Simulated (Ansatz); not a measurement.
The system is Ni.

```
Ni
1.0
     2.44802    0.00000    0.00000
    -1.22401    2.12005    0.00000
     0.00000    0.00000    4.07281
Ni
2
Direct
  0.66667 0.33333 0.75000
  0.33333 0.66667 0.25000
```

This isn't the form of Ni at room conditions, which is fcc.

Base run:

| Quantity | Value |
| --- | --- |
| Program | Ansatz 0.2.0 |
| Functional | PBE |
| Potentials or basis | Ansatz PAW |
| Cutoff | 420 eV (not typed: the program's choice for these potentials) |
| k mesh | 12 × 12 × 7 |
| Occupations | fermi-dirac, width 0.05 eV |
| Spin | collinear spin, ferromagnetic start |
| Starting moments | [1.0, 1.0] μB |

Its results: band gap on the k mesh none (metal or under the smearing width); pressure 7.3 GPa; net moment 1.30 μB per cell; site moments Ni +0.69 μB.

Q: The run is repeated on the same cell with these changes: functional from PBE to LDA. What comes out?

A: Band gap on the k mesh none (metal or under the smearing width); pressure -10.9 GPa; net moment 1.24 μB per cell; site moments Ni +0.65 μB.

LDA binds more tightly than PBE, so the same cell stands under less pressure.

Caveats: the PAW data sets come from PBE, with cores solved anew for the run's functional, which leaves a small shift of forces and pressure (some runs).
